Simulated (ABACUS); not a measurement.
## Sc under changes of volume

One of the cells (23.086 Å³/atom); the others are scaled copies at fixed shape and fractional positions:

```xyz
1
Lattice="0.0000 2.2600 2.2600 2.2600 0.0000 2.2600 2.2600 2.2600 0.0000" Properties=species:S:1:pos:R:3 pbc="T T T"
Sc    0.0000    0.0000    0.0000
```

This isn't the form of Sc at room conditions, which is hcp.

```yaml
Program: ABACUS 3.10.1
Functional: PBE
Potentials_or_basis: PseudoDojo NC SR 0.4.1 PBE standard
Cutoff: 1361 eV
Density_cutoff: 5442 eV
Basis: DZP LCAO (the cutoffs set its grid)
k_mesh: 10 × 10 × 10
Occupations: fermi-dirac, width 0.05 eV
Spin: no spin polarisation
```

| volume (Å³/atom) | energy over the lowest point (meV/atom) | pressure (GPa) |
| --- | --- | --- |
| 21.701 | 73.66 | 8.6 |
| 22.163 | 51.34 | 7.0 |
| 22.625 | ? | ? |
| 23.086 | 19.71 | 4.2 |
| 23.548 | 9.75 | 2.9 |
| 24.010 | 3.23 | 1.7 |
| 24.472 | 0.00 | 0.7 |

Q: What does the run at 22.625 Å³/atom give?

A: Energy over the lowest point 33.44 meV/atom; pressure 5.5 GPa.

Worked out: A Birch-Murnaghan fit of order 3 (a polynomial in V^(-2/3)) to the other rows has its minimum at 24.74 Å³/atom, just outside them, with B0 = V·E''(V) = 53 GPa and B' = 3.2. It gives 33.46 meV/atom at 22.625 Å³/atom, against the run's 33.44, and -dE/dV = 5.5 GPa, against 5.5.

Energies are extrapolated to zero smearing.

Caveats: the atomic orbitals were generated for these runs and aren't a published set; the basis of atomic orbitals isn't converged, which shifts pressures, moduli and gaps.
